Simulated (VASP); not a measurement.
# SiO2 (Stishovite): how cutoff and mesh change the relaxed cell, part 2 of 2

How far does the relaxed cell of SiO2 (Stishovite) depend on cutoff and k mesh? The starting structure is a measured crystal structure from the Crystallography Open Database. The first relaxation on each setting starts from this cell expanded by 3 % in volume.

VASP 6.6.1.

Results so far: reference 7.87 Å³ an atom; a cutoff of 400 eV 7.65 Å³ an atom; a 3×3×4 mesh 7.86 Å³ an atom.

## 5. Relaxation with a cutoff of 680 eV

Level of this step: PBEsol; plane waves and PAW (Si, O) (VASP).

Against step 2 the input has ENCUT = 680. This run starts from the cell of an earlier relaxation, which isn't shown; the restart sets up the plane waves anew.

INCAR reads:

```
SYSTEM = SiO2
PREC = Accurate
ENCUT = 680
EDIFF = 1E-06
NELM = 100
ISMEAR = 0
SIGMA = 0.03
LREAL = .FALSE.
ALGO = Normal
GGA = PS
NBANDS = 22
LORBIT = 11
LWAVE = .FALSE.
LCHARG = .FALSE.
KPAR = 8
IBRION = 2
NSW = 50
ISIF = 3
EDIFFG = -0.006
```

POSCAR reads:

```
SiO2
1.0
    4.1911274338      0.0000000000      0.0000000000
    0.0000000000      4.1911274338      0.0000000000
    0.0000000000      0.0000000000      2.6827532414
Si O
2 4
Direct
    0.5000000000      0.5000000000      0.5000000000
    0.0000000000      0.0000000000      0.0000000000
    0.8058498612      0.1941501388      0.5000000000
    0.6941501388      0.6941501388      0.0000000000
    0.1941501388      0.8058498612      0.5000000000
    0.3058498612      0.3058498612      0.0000000000
```

KPOINTS reads:

```
Automatic mesh
0
Gamma
6 6 8
0 0 0
```

The projector-augmented-wave data sets are Si and O (PBE family, release 64).

Run with:

```console
mpirun -np 8 vasp_std
```

Log:

```text
[... set-up lines as in an earlier step ...]
 entering main loop
       N       E                     dE             d eps       ncg     rms          rms(c)
DAV:   1     0.181298217831E+03    0.18130E+03   -0.21036E+04  2216   0.174E+03
DAV:   2    -0.449695101852E+02   -0.22627E+03   -0.21474E+03  2914   0.339E+02
DAV:   3    -0.531353645886E+02   -0.81659E+01   -0.81368E+01  2800   0.644E+01
DAV:   4    -0.531944999421E+02   -0.59135E-01   -0.59109E-01  2746   0.625E+00
[...]
DAV:  10    -0.490067705883E+02   -0.10549E-03   -0.39133E-04  2650   0.159E-01    0.404E-02
DAV:  11    -0.490067474195E+02    0.23169E-04   -0.90113E-05  2752   0.703E-02    0.810E-03
DAV:  12    -0.490067475747E+02   -0.15518E-06   -0.57274E-06  2542   0.174E-02
   1 F= -.49006748E+02 E0= -.49006748E+02  d E =-.490067E+02
[...]
reached required accuracy - stopping structural energy minimisation
```

It took 9.6 s on 8 MPI ranks of Intel Xeon Platinum 8259CL at 2.50GHz (Skylake/Cascade Lake), shared host; peak memory 1.7 GiB.

OUTCAR, selected parts (step 5):

```text
  Total        0.0178274      0.0178274     -0.0132912     -0.0000000      0.0000000      0.0000000
  in kB        0.6061148      0.6061148     -0.4518910     -0.0000000      0.0000000      0.0000000
  external PRESSURE =       0.2534462 kB  Pullay stress =       0.0000000 kB

 POSITION                                       TOTAL-FORCE (eV/Angst)
 -----------------------------------------------------------------------------------
      2.09556      2.09556      1.34138         0.000000     -0.000000      0.000000
      0.00000      0.00000      0.00000         0.000000     -0.000000      0.000000
      3.37742      0.81371      1.34138        -0.003031      0.003031      0.000000
      2.90927      2.90927      0.00000         0.003031      0.003031      0.000000
      0.81371      3.37742      1.34138         0.003031     -0.003031      0.000000
      1.28186      1.28186      0.00000        -0.003031     -0.003031      0.000000
 -----------------------------------------------------------------------------------
    total drift:                                0.000000     -0.000000      0.000000

  FREE ENERGIE OF THE ION-ELECTRON SYSTEM (eV)
  ---------------------------------------------------
  free  energy   TOTEN  =       -49.0067475747 eV

  energy  without entropy=      -49.0067475747  energy(sigma->0) =      -49.00674757

[... 2 parts as in an earlier step ...]

[... 2 further parts left out ...]
[key lines of the parts left out:]
E-fermi :   8.1989
```

With a cutoff of 680 eV the cell ends at 7.854 Å³ an atom, -0.15 % from the reference.

## 6. Relaxation with an 8×8×12 mesh

Against step 2 the input has an 8×8×12 mesh.

Edit INCAR of step 5 so:

```diff
@@ -2,3 +2,3 @@
 PREC = Accurate
-ENCUT = 680
+ENCUT = 520
 EDIFF = 1E-06
```

POSCAR reads:

```
SiO2
1.0
    4.2186620959      0.0000000000      0.0000000000
    0.0000000000      4.2186620959      0.0000000000
    0.0000000000      0.0000000000      2.6915898351
Si O
2 4
Direct
    0.5000000000      0.5000000000      0.5000000000
    0.0000000000      0.0000000000      0.0000000000
    0.8059000000      0.1941000000      0.5000000000
    0.6941000000      0.6941000000      0.0000000000
    0.1941000000      0.8059000000      0.5000000000
    0.3059000000      0.3059000000      0.0000000000
```

KPOINTS reads:

```
Automatic mesh
0
Gamma
8 8 12
0 0 0
```

Run with:

```console
mpirun -np 8 vasp_std
```

Log:

```text
[... set-up lines as in an earlier step ...]
 entering main loop
       N       E                     dE             d eps       ncg     rms          rms(c)
DAV:   1     0.147619040002E+03    0.14762E+03   -0.17900E+04  4660   0.139E+03
DAV:   2    -0.462399896300E+02   -0.19386E+03   -0.18483E+03  6044   0.300E+02
DAV:   3    -0.530845027700E+02   -0.68445E+01   -0.68203E+01  5874   0.574E+01
DAV:   4    -0.531327043237E+02   -0.48202E-01   -0.48182E-01  5688   0.560E+00
[...]
DAV:  10    -0.489727528679E+02   -0.11208E-03   -0.47348E-04  5628   0.170E-01    0.438E-02
DAV:  11    -0.489727235438E+02    0.29324E-04   -0.11211E-04  5736   0.775E-02    0.912E-03
DAV:  12    -0.489727237853E+02   -0.24152E-06   -0.65720E-06  5472   0.184E-02
   1 F= -.48972724E+02 E0= -.48972724E+02  d E =-.489727E+02
[...]
2 F= -.48963834E+02 E0= -.48963834E+02  d E =0.888980E-02
[...]
3 F= -.48982339E+02 E0= -.48982339E+02  d E =-.961481E-02
[...]
4 F= -.48982764E+02 E0= -.48982764E+02  d E =-.424931E-03
[...]
5 F= -.48982778E+02 E0= -.48982778E+02  d E =-.439597E-03
[...]
6 F= -.48982790E+02 E0= -.48982790E+02  d E =-.118111E-04
 trial-energy change:   -0.000012  1 .order   -0.000012   -0.000041    0.000017
 step:   0.6602(harm=  0.6602)  dis= 0.00015  next Energy=   -48.982793 (dE=-0.147E-04)
 reached required accuracy - stopping structural energy minimisation
```

The job ended after 37 s (8 MPI ranks; peak memory 1.9 GiB; 3.8 min of CPU time).

From OUTCAR (step 6):

```text
  Total        0.0095403      0.0095403     -0.0194841      0.0000000      0.0000000      0.0000000
  in kB        0.3238832      0.3238832     -0.6614686      0.0000000      0.0000000      0.0000000
  external PRESSURE =      -0.0045674 kB  Pullay stress =       0.0000000 kB

 POSITION                                       TOTAL-FORCE (eV/Angst)
 -----------------------------------------------------------------------------------
      2.09677      2.09677      1.34181        -0.000000     -0.000000      0.000000
      0.00000      0.00000      0.00000        -0.000000     -0.000000      0.000000
      3.37957      0.81396      1.34181        -0.002533      0.002533      0.000000
      2.91073      2.91073      2.68362         0.002533      0.002533      0.000000
      0.81396      3.37957      1.34181         0.002533     -0.002533     -0.000000
      1.28281      1.28281      0.00000        -0.002533     -0.002533     -0.000000
 -----------------------------------------------------------------------------------
    total drift:                                0.000000      0.000000     -0.000000

  FREE ENERGIE OF THE ION-ELECTRON SYSTEM (eV)
  ---------------------------------------------------
  free  energy   TOTEN  =       -48.9827900039 eV

  energy  without entropy=      -48.9827900039  energy(sigma->0) =      -48.98279000

[... 1 part as in an earlier step ...]

[... 3 further parts left out ...]
[key lines of the parts left out:]
E-fermi :   8.1292
```

With an 8×8×12 mesh the cell ends at 7.866 Å³ an atom, +0.00 % from the reference.

## 7. All runs side by side

```
               run  volume (Å³/atom)  change (%)  pressure left (GPa)  core minutes
         reference             7.866           -                  0.0           2.8
a cutoff of 400 eV             7.652       -2.72                 0.02          4.75
      a 3×3×4 mesh             7.864       -0.02                -0.02          1.39
a cutoff of 680 eV             7.854       -0.15                 0.03          5.68
    an 8×8×12 mesh             7.866         0.0                  0.0          4.93
```

Core minutes are wall time times ranks, summed over the relaxations behind a row (those for a bulk modulus apart), on shared hosts.

## 8. Results

```yaml
volume_of_the_reference: 7.866 Å³/atom
volume_against_the_reference_a_cutoff_of_400_ev: -2.72 %
volume_against_the_reference_a_3x3x4_mesh: -0.02 %
volume_against_the_reference_a_cutoff_of_680_ev: -0.15 %
volume_against_the_reference_an_8x8x12_mesh: +0.00 %
```

**Reading.** The volume moves most with a cutoff of 400 eV: -2.72 % against the reference (520 eV, 6×6×8 mesh). On finer settings it changes by -0.15 % with a cutoff of 680 eV and +0.00 % with an 8×8×12 mesh. The relaxations stop with up to 0.03 GPa left, which at a bulk modulus of 50 GPa, to name a scale, is 0.05 % of the volume, and more along a soft axis. That understates it: a restart alone still moved the volume by up to 0.5 %. A cell that shrinks at the lower cutoff is the usual mark of Pulay stress, the error that a plane-wave basis makes when it is kept while the volume changes. Further runs on this material are not shown.

[Lines on the potential files, build, host, timing and source positions are cut from VASP's logs without a mark.]

[Logs are printed without paths, hosts, clocks, repeated set-up lines and the standing remarks that a program may print on its own settings, such as how far it seeks lower states.]

[Hosts, paths, dates, database ids (printed as entryN), source tags and the programs' standing remarks are cut or masked in the printed files.]
